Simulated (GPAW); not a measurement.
# 2H-MoTe2 monolayer in an electric field

Wanted: the out-of-plane polarisability of 2H-MoTe2 monolayer.

Calculated with GPAW 26.7.0; GPAW, PAW setups; layer in a repeated cell with vacuum, relaxation of atoms and in-plane cell, in the first sound run; inputs show where later runs differ.

### Step 1. The structure

The cell holds 3 atoms: 2 Te and 1 Mo. Its edges and angles: a = 3.550 Å, b = 3.550 Å, c = 21.774 Å, α = 90.0°, β = 90.0°, γ = 120.0°. Vacuum lies along c.

### Step 2. Relaxing the atoms

Forces are removed first; all later runs use this geometry.

run.py

```python
import json
import numpy as np
from ase import Atoms
from ase.filters import FrechetCellFilter
from ase.optimize import BFGS
from gpaw import GPAW, PW

slab = Atoms(
    ['Te', 'Mo', 'Te'],
    positions=[
        [-0.00000, 2.04959, 9.00000],
        [0.00000, 0.00000, 10.88705],
        [-0.00000, 2.04959, 12.77410]],
    cell=[[3.55, 0.0, 0.0], [-1.775, 3.07439, 0.0], [0.0, 0.0, 21.7741]],
    pbc=[True, True, True])

slab.calc = GPAW(mode=PW(600), xc='PBE', kpts={'size': (9, 9, 1), 'gamma': True},
                 occupations={'name': 'fermi-dirac', 'width': 0.05}, nbands='160%',
                 convergence={'density': 1e-05}, maxiter=200,
                 symmetry={'tolerance': 1e-3}, txt='slab.txt')
result = {}
# The in-plane cell is free; stress needs a cell that repeats along all three vectors
path = []
opt = BFGS(FrechetCellFilter(slab, mask=[1, 1, 0, 0, 0, 1]), maxstep=0.2)
opt.attach(lambda: path.append((slab.get_potential_energy(), slab.positions.tolist(), slab.get_forces().tolist())))
result['relaxed'] = bool(opt.run(fmax=0.02, steps=45))
result['path'] = path
result['cell'] = slab.cell.tolist()
print('in-plane lattice', slab.cell.cellpar().round(4)[[0, 1, 5]])
energy = slab.get_potential_energy()
fermi = slab.calc.get_fermi_level()
v = slab.calc.get_electrostatic_potential().mean((0, 1)) - fermi
n = slab.calc.get_pseudo_density().mean((0, 1))
L = slab.cell[2, 2]
z = np.arange(len(v)) * L / len(v)
low, high = slab.positions[:, 2].min(), slab.positions[:, 2].max()
below, above = np.interp([low - 6.8, high + 6.8], z, v)
slopes = [np.interp(x, z, np.gradient(v, z)) for x in (low - 6.8, high + 6.8)]
eps = np.array([[slab.calc.get_eigenvalues(k, s) for k in range(len(slab.calc.get_ibz_k_points()))]
                for s in range(slab.calc.get_number_of_spins())]) - fermi
top, bottom = eps[eps < 0].max(), eps[eps > 0].min()
dipole = slab.get_dipole_moment()[2]
print(f'energy {energy:.4f} eV, Fermi level {fermi:.4f} eV, dipole {dipole:.5f} e A')
print(f'potential 6.8 A off the faces, from the Fermi level: lower {below:.4f} eV, upper {above:.4f} eV')
print(f'slope of the potential there: lower {slopes[0]:.5f}, upper {slopes[1]:.5f} eV/A')
print(f'nearest levels on the mesh: {top:.4f} and {bottom:.4f} eV')
print('magnetic moment', round(slab.get_magnetic_moment(), 3))
result.update(energy=energy, fermi=fermi, dipole=dipole, below=below, above=above, slopes=slopes, edges=[top, bottom],
              z=z.tolist(), v=v.tolist(), n=n.tolist(), positions=slab.positions.tolist(),
              forces=slab.get_forces(apply_constraint=False).tolist(), moments=slab.get_magnetic_moments().tolist())
json.dump(result, open('result.json', 'w'))
```

On the command line:

```sh
$ OMP_NUM_THREADS=1 OPENBLAS_NUM_THREADS=1 python run.py
```

Log:

```text
Step          Energy          fmax
BFGS:    0      -18.440344        0.979997
BFGS:    1      -18.470128        0.799364
BFGS:    2      -18.518875        0.216512
BFGS:    3      -18.520304        0.141659
BFGS:    4      -18.521476        0.094311
BFGS:    5      -18.523861        0.081099
BFGS:    6      -18.524450        0.032850
BFGS:    7      -18.524531        0.004726
in-plane lattice [  3.5469   3.5469 120.    ]
energy -18.5245 eV, Fermi level -0.2843 eV, dipole -0.00061 e A
potential 6.8 A off the faces, from the Fermi level: lower 4.3482 eV, upper 4.3482 eV
slope of the potential there: lower 0.00009, upper -0.00009 eV/A
nearest levels on the mesh: -0.5408 and 0.5380 eV
magnetic moment 0.0
```

The job ended after 3.8 min (1 thread of Arm Neoverse V2, shared host; peak memory 0.4 GiB).

Numbers from this step:

| Item | Value |
| --- | --- |
| dipole along the normal | -6.13e-4 e·Å |
| levels nearest the Fermi level on the mesh | -0.5408, 0.5380 eV from the Fermi level |

Table of electrostatic potential energy of an electron (without an applied field's), less the Fermi level, planar mean by z:

z (Å), electrostatic potential energy of an electron (without an applied field's), less the Fermi level, planar mean (eV) and a bar from the least value:
```
      0.0        4.3 ##############################
      0.5        4.3 ##############################
      1.0        4.3 ##############################
      1.5        4.3 ##############################
      2.0        4.3 ##############################
      2.5        4.3 ##############################
      3.0        4.3 ##############################
      3.5        4.3 ##############################
      4.0        4.3 ##############################
      4.5        4.3 ##############################
      5.0        4.3 ##############################
      5.5        4.3 ##############################
      6.0        4.3 ##############################
      6.5        4.3 ##############################
      7.0        4.1 ##############################
      7.5        3.5 #############################
      8.0        1.2 ##########################
      8.5       -7.2 ################
      9.0      -20.4 
      9.5      -12.6 #########
     10.0       -4.6 ###################
     10.5      -11.4 ###########
     11.0      -16.9 ####
     11.5       -6.7 #################
     12.0       -6.4 #################
     12.5      -18.6 ##
     13.0      -15.4 ######
     13.5       -2.2 ######################
     14.0        2.6 ############################
     14.5        3.9 #############################
     15.0        4.2 ##############################
     15.5        4.3 ##############################
     16.0        4.3 ##############################
     16.5        4.3 ##############################
     17.0        4.3 ##############################
     17.5        4.3 ##############################
     18.0        4.3 ##############################
     18.5        4.3 ##############################
     19.0        4.3 ##############################
     19.5        4.3 ##############################
     20.0        4.3 ##############################
     20.5        4.3 ##############################
     21.0        4.3 ##############################
     21.5        4.3 ##############################
```

Table of pseudo valence density, planar mean by z:

z (Å), pseudo valence density, planar mean (e/Å³) and a bar:
```
      5.0       0.00 
      5.5       0.00 
      6.0       0.00 
      6.5       0.00 
      7.0       0.01 
      7.5       0.03 #
      8.0       0.12 ###
      8.5       0.29 #######
      9.0       0.13 ###
      9.5       0.33 ########
     10.0       0.36 #########
     10.5       0.73 ##################
     11.0       1.22 ##############################
     11.5       0.44 ###########
     12.0       0.37 #########
     12.5       0.19 #####
     13.0       0.23 ######
     13.5       0.22 #####
     14.0       0.07 ##
     14.5       0.02 
     15.0       0.00 
     15.5       0.00 
     16.0       0.00 
     16.5       0.00
```

The relaxation lowered the energy of the cell by 0.0842 eV (energies extrapolated to zero smearing; the optimiser's log prints free energies). The largest force left on a free atom is 0.0039 eV/Å.

### Step 3. The slab's potential

The work function is the vacuum plateau of the electrostatic potential less the Fermi level; a dipole layer lets the two faces have plateaus of their own.

This step: GPAW, PAW setups; slab in vacuum (GPAW 26.7.0).

The cell differs from the one that the last finished run ended in (c 21.774 → 21.612 Å).

run.py: that of step 2 with these lines changed.

```diff
@@ -3,4 +3,2 @@
 from ase import Atoms
-from ase.filters import FrechetCellFilter
-from ase.optimize import BFGS
 from gpaw import GPAW, PW
@@ -10,21 +8,14 @@
     positions=[
-        [-0.00000, 2.04959, 9.00000],
-        [0.00000, 0.00000, 10.88705],
-        [-0.00000, 2.04959, 12.77410]],
-    cell=[[3.55, 0.0, 0.0], [-1.775, 3.07439, 0.0], [0.0, 0.0, 21.7741]],
-    pbc=[True, True, True])
+        [-0.00000, 2.04778, 9.00000],
+        [0.00000, 0.00000, 10.80584],
+        [-0.00000, 2.04778, 12.61167]],
+    cell=[[3.54686, -0.0, 0.0], [-1.77343, 3.07167, 0.0], [0.0, 0.0, 21.6117]],
+    pbc=[True, True, False])
 
-slab.calc = GPAW(mode=PW(600), xc='PBE', kpts={'size': (9, 9, 1), 'gamma': True},
+slab.calc = GPAW(mode=PW(400), xc='PBE', kpts={'size': (9, 9, 1), 'gamma': True},
                  occupations={'name': 'fermi-dirac', 'width': 0.05}, nbands='160%',
                  convergence={'density': 1e-05}, maxiter=200,
+                 poissonsolver={'dipolelayer': 'xy'},
                  symmetry={'tolerance': 1e-3}, txt='slab.txt')
 result = {}
-# The in-plane cell is free; stress needs a cell that repeats along all three vectors
-path = []
-opt = BFGS(FrechetCellFilter(slab, mask=[1, 1, 0, 0, 0, 1]), maxstep=0.2)
-opt.attach(lambda: path.append((slab.get_potential_energy(), slab.positions.tolist(), slab.get_forces().tolist())))
-result['relaxed'] = bool(opt.run(fmax=0.02, steps=45))
-result['path'] = path
-result['cell'] = slab.cell.tolist()
-print('in-plane lattice', slab.cell.cellpar().round(4)[[0, 1, 5]])
 energy = slab.get_potential_energy()
```

Log:

```text
energy -18.4758 eV, Fermi level -0.2528 eV, dipole -0.00094 e A
potential 6.8 A off the faces, from the Fermi level: lower 4.3451 eV, upper 4.3506 eV
slope of the potential there: lower 0.00008, upper -0.00008 eV/A
nearest levels on the mesh: -0.5407 and 0.5379 eV
magnetic moment 0.0
```

Run time: 19 s. Hardware: 1 thread; peak memory 0.2 GiB.

Numbers from this step:

```
dipole along the normal                    : -9.38e-4 e·Å
levels nearest the Fermi level on the mesh : -0.5407, 0.5379 eV from the Fermi level
upper work function                        : 4.351 eV
lower work function                        : 4.345 eV
upper ionisation energy                    : 4.891 eV
```

The electrostatic potential energy of an electron (without an applied field's), less the Fermi level, planar mean by z:

| z (Å) | electrostatic potential energy of an electron (without an applied field's), less the Fermi level, planar mean (eV) |
| --- | --- |
| 0 | 4.35 |
| 1 | 4.34 |
| 2 | 4.35 |
| 3 | 4.35 |
| 4 | 4.35 |
| 5 | 4.34 |
| 6 | 4.33 |
| 7 | 4.09 |
| 8 | 0.380 |
| 9 | -20.8 |
| 10 | -4.83 |
| 11 | -15.7 |
| 12 | -7.80 |
| 13 | -12.9 |
| 14 | 2.97 |
| 15 | 4.27 |
| 16 | 4.35 |
| 17 | 4.35 |
| 18 | 4.35 |
| 19 | 4.35 |
| 20 | 4.35 |
| 21 | 4.35 |

The pseudo valence density, planar mean oscillates, so the rows of the table below give means over windows of 1 Å about each position, cut where the curve ends. Its maxima inside the range that stand out by 2 % of the span (Å: e/Å³): 8.4: 0.293, 10.8: 1.31, 13.2: 0.293. Its minima: 9.1: 0.124, 12.5: 0.124.

Pseudo valence density, planar mean against z; means over each step:

z (Å), pseudo valence density, planar mean (e/Å³) and a bar:
```
        5       0.00 
        6       0.00 
        7       0.02 #
        8       0.16 #####
        9       0.22 #######
       10       0.47 ###############
       11       0.90 ##############################
       12       0.33 ###########
       13       0.21 #######
       14       0.08 ###
       15       0.01 
       16       0.00 
       17       0.00
```

The layer is gapped, so the Fermi level lies somewhere inside the gap, set by smearing and numerics, and these work functions are no property of the material; the band edges below the vacuum level are. The potential is flat to 7.6e-5 eV/Å where it is read, so the vacuum is wide enough.

### Step 4. Field on

A uniform field along the normal polarises the slab; the atoms stay fixed, so this is the electronic response alone.

run.py: that of step 3 with these lines changed.

```diff
@@ -4,2 +4,3 @@
 from gpaw import GPAW, PW
+from gpaw.external import ConstantElectricField
 
@@ -18,2 +19,3 @@
                  poissonsolver={'dipolelayer': 'xy'},
+                 external=ConstantElectricField(-0.2, [0, 0, 1]),
                  symmetry={'tolerance': 1e-3}, txt='slab.txt')
```

Log:

```text
energy -18.4834 eV, Fermi level -0.2552 eV, dipole -0.07575 e A
potential 6.8 A off the faces, from the Fermi level: lower 3.7224 eV, upper 4.9806 eV
slope of the potential there: lower 0.00008, upper -0.00007 eV/A
nearest levels on the mesh: -0.5407 and 0.5379 eV
magnetic moment 0.0
```

It took 67 s on 1 thread; peak memory 0.28 GiB.

This step gave:

```yaml
dipole_along_the_normal: -0.07575 e·Å
potential_below_the_slab_the_applied_field_s_own_ramp_left_out: 3.722 eV from the Fermi level
potential_above_the_slab_the_applied_field_s_own_ramp_left_out: 4.981 eV from the Fermi level
```

Table of electrostatic potential energy of an electron (without an applied field's), less the Fermi level, planar mean by z:

| z (Å) | electrostatic potential energy of an electron (without an applied field's), less the Fermi level, planar mean (eV) |
| --- | --- |
| 0 | 4.35 |
| 1 | 3.72 |
| 2 | 3.72 |
| 3 | 3.72 |
| 4 | 3.72 |
| 5 | 3.72 |
| 6 | 3.71 |
| 7 | 3.49 |
| 8 | -0.138 |
| 9 | -21.2 |
| 10 | -4.98 |
| 11 | -15.6 |
| 12 | -7.57 |
| 13 | -12.5 |
| 14 | 3.54 |
| 15 | 4.88 |
| 16 | 4.97 |
| 17 | 4.98 |
| 18 | 4.98 |
| 19 | 4.98 |
| 20 | 4.98 |
| 21 | 4.98 |

The dipole is now -0.0758 e Å, against -9.4e-4 in the run without a field.

### Step 5. In a field

run.py: that of step 4 with these lines changed.

```diff
@@ -19,3 +19,3 @@
                  poissonsolver={'dipolelayer': 'xy'},
-                 external=ConstantElectricField(-0.2, [0, 0, 1]),
+                 external=ConstantElectricField(-0.1, [0, 0, 1]),
                  symmetry={'tolerance': 1e-3}, txt='slab.txt')
```

Log:

```text
energy -18.4777 eV, Fermi level -0.2534 eV, dipole -0.03787 e A
potential 6.8 A off the faces, from the Fermi level: lower 4.0342 eV, upper 4.6632 eV
slope of the potential there: lower 0.00008, upper -0.00008 eV/A
nearest levels on the mesh: -0.5407 and 0.5379 eV
magnetic moment 0.0
```

Run time: 67 s. Hardware: 1 thread; peak memory 0.28 GiB.

Numbers from this step:

```yaml
dipole_along_the_normal: -0.03787 e·Å
potential_below_the_slab_the_applied_field_s_own_ramp_left_out: 4.034 eV from the Fermi level
potential_above_the_slab_the_applied_field_s_own_ramp_left_out: 4.663 eV from the Fermi level
```

Electrostatic potential energy of an electron (without an applied field's), less the Fermi level, planar mean against z:

z (Å), electrostatic potential energy of an electron (without an applied field's), less the Fermi level, planar mean (eV) and a bar from the least value:
```
      0.0        4.3 ##############################
      0.5        4.0 #############################
      1.0        4.0 #############################
      1.5        4.0 #############################
      2.0        4.0 #############################
      2.5        4.0 #############################
      3.0        4.0 #############################
      3.5        4.0 #############################
      4.0        4.0 #############################
      4.5        4.0 #############################
      5.0        4.0 #############################
      5.5        4.0 #############################
      6.0        4.0 #############################
      6.5        4.0 #############################
      7.0        3.8 #############################
      7.5        3.0 ############################
      8.0        0.1 #########################
      8.5       -9.7 #############
      9.0      -21.0 
      9.5      -10.5 ############
     10.0       -4.9 ###################
     10.5      -13.4 #########
     11.0      -15.6 ######
     11.5       -5.6 ##################
     12.0       -7.7 ################
     12.5      -19.9 #
     13.0      -12.7 ##########
     13.5       -0.7 ########################
     14.0        3.3 ############################
     14.5        4.3 ##############################
     15.0        4.6 ##############################
     15.5        4.6 ##############################
     16.0        4.7 ##############################
     16.5        4.7 ##############################
     17.0        4.7 ##############################
     17.5        4.7 ##############################
     18.0        4.7 ##############################
     18.5        4.7 ##############################
     19.0        4.7 ##############################
     19.5        4.7 ##############################
     20.0        4.7 ##############################
     20.5        4.7 ##############################
     21.0        4.7 ##############################
     21.5        4.5 ##############################
```

The dipole is now -0.0379 e Å, against -9.4e-4 in the run without a field.

### Step 6. Field on

run.py: that of step 5 with these lines changed.

```diff
@@ -19,3 +19,3 @@
                  poissonsolver={'dipolelayer': 'xy'},
-                 external=ConstantElectricField(-0.1, [0, 0, 1]),
+                 external=ConstantElectricField(-0.05, [0, 0, 1]),
                  symmetry={'tolerance': 1e-3}, txt='slab.txt')
```

Log:

```text
energy -18.4763 eV, Fermi level -0.2529 eV, dipole -0.01893 e A
potential 6.8 A off the faces, from the Fermi level: lower 4.1908 eV, upper 4.5052 eV
slope of the potential there: lower 0.00008, upper -0.00008 eV/A
nearest levels on the mesh: -0.5407 and 0.5379 eV
magnetic moment 0.0
```

Wall time 66 s (1 thread); peak memory 0.28 GiB.

### Step 7. In a field

run.py: that of step 6 with these lines changed.

```diff
@@ -19,3 +19,3 @@
                  poissonsolver={'dipolelayer': 'xy'},
-                 external=ConstantElectricField(-0.05, [0, 0, 1]),
+                 external=ConstantElectricField(0.05, [0, 0, 1]),
                  symmetry={'tolerance': 1e-3}, txt='slab.txt')
```

Log:

```text
energy -18.4763 eV, Fermi level -0.2529 eV, dipole 0.01893 e A
potential 6.8 A off the faces, from the Fermi level: lower 4.5052 eV, upper 4.1908 eV
slope of the potential there: lower 0.00008, upper -0.00008 eV/A
nearest levels on the mesh: -0.5407 and 0.5379 eV
magnetic moment 0.0
```

Wall time 66 s (1 thread); peak memory 0.28 GiB.

### Step 8. In a field

run.py: that of step 7 with these lines changed.

```diff
@@ -19,3 +19,3 @@
                  poissonsolver={'dipolelayer': 'xy'},
-                 external=ConstantElectricField(0.05, [0, 0, 1]),
+                 external=ConstantElectricField(0.1, [0, 0, 1]),
                  symmetry={'tolerance': 1e-3}, txt='slab.txt')
```

Log:

```text
energy -18.4777 eV, Fermi level -0.2534 eV, dipole 0.03787 e A
potential 6.8 A off the faces, from the Fermi level: lower 4.6632 eV, upper 4.0343 eV
slope of the potential there: lower 0.00008, upper -0.00008 eV/A
nearest levels on the mesh: -0.5407 and 0.5379 eV
magnetic moment 0.0
```

Elapsed: 67 s, on 1 thread; peak memory 0.28 GiB.

(Continued in part 2 of 2.)

[Logs are printed without paths, hosts, clocks, repeated set-up lines and the standing remarks that a program may print on its own settings, such as how far it seeks lower states.]

[Hosts, paths, dates, database ids (printed as entryN), source tags and the programs' standing remarks are cut or masked in the printed files.]
